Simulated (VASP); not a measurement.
Set up this calculation in VASP 6.6.1, as the native input.

| Property | Result |
| --- | --- |
| Task | relaxation of the atoms |
| Functional | PBE |
| Dispersion | D3(BJ) |
| Potentials or basis | VASP PAW PBE potentials, release 64 (C) |
| Cutoff | 600 eV |
| k mesh | 14 × 14 × 14 |
| Occupations | gaussian, width 0.03 eV |
| Spin | no spin polarisation |
| Further INCAR settings | ALGO = Normal; EDIFF = 1e-07; IBRION = 2; EDIFFG = -0.01; NSW = 40 |

The structure of C lies in POSCAR:

```
C                                       
1.0
    0.0000000000      1.8133272251      1.8133272251
    1.8133272251      0.0000000000      1.8133272251
    1.8133272251      1.8133272251      0.0000000000
  C             
     2
Direct
     0.0000000000000000    0.0000000000000000    0.0000000000000000
     0.2500000000000000    0.2500000000000000    0.2500000000000000
```

This isn't the form of C at room conditions, which is graphite.

The cell isn't the ideal one: a relaxed cell with its volume scaled by 1.06.

These files were run (other wordings do the same):

INCAR

```
SYSTEM = C
PREC = Accurate ; ENCUT = 600
EDIFF = 1E-7 ; ISMEAR = 0
SIGMA = 0.03 ; LREAL = .FALSE.
LASPH = .TRUE. ; NELM = 80
ALGO = Normal ; ISIF = 2
LWAVE = .FALSE. ; LCHARG = .FALSE.
GGA = PE ; IVDW = 12
IBRION = 2 ; NSW = 40
EDIFFG = -0.01
```

KPOINTS

```
regular mesh
0
G
  14 14 14
  0 0 0
```

Potentials or basis: VASP PAW PBE potentials, release 64 (C).

Run with:

```bash
$ cat potpaw_PBE.64/C/POTCAR > POTCAR
$ mpirun -np 1 vasp_std > vasp.out
```

Results of the run:

- Pressure after relaxing: -23.2 GPa
- Band gap on the k mesh: 4.02 eV, indirect (least direct gap 5.45 eV)
- Dispersion energy per atom: -0.182 eV

Caveat: the relaxation stopped at its first step, so nothing moved.

Wall time 4.3 s on 1 thread of Intel(R) Xeon(R) 6975P-C (Granite Rapids), with other jobs on the host, peak memory 0.13 GiB.
